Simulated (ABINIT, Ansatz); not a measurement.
## Ti: the pressure in 2 programs

The cell as given:

```
CELL_PARAMETERS angstrom
2.95000 0.00000 0.00000
-1.47500 2.55477 0.00000
0.00000 0.00000 4.68000
ATOMIC_POSITIONS crystal
Ti 0.66667 0.33333 0.75000
Ti 0.33333 0.66667 0.25000
```

Kept alike: task relaxation of cell and atoms; functional PBE; k mesh 10 × 10 × 6; occupations fermi-dirac, width 0.05 eV; no spin polarisation. The mesh is that of the run's cell of 2 atoms. No spin-orbit coupling.

- A: ABINIT, JTH PAW PBE v2.0, cutoff 408 eV
- B: Ansatz, Ansatz PAW, cutoff 420 eV

| pressure (GPa) | A: volume (Å³/atom) | B: volume (Å³/atom) |
| --- | --- | --- |
| 0 | 17.436 | 17.398 |
| 5 | 16.725 | 16.687 |
| 10 | 16.116 | 16.083 |
| 20 | 15.135 | 15.107 |

Values hold for each row's relaxed cell, which stops near the pressure aimed at. Ansatz's stress holds its Pulay term. The runs follow the start's structure, whether or not it is the stable one at these pressures. For a metal such a mesh leaves the last digits unconverged.

Task: How large is the effect of the pressure, and do the programs agree on it?

Result: From 0 to 20 GPa the volume moves by -2.301 in A, -2.291 in B (Å³/atom). Row by row the programs differ by 0.028 to 0.038, and over this span the shifts, as printed, agree within 1 %.
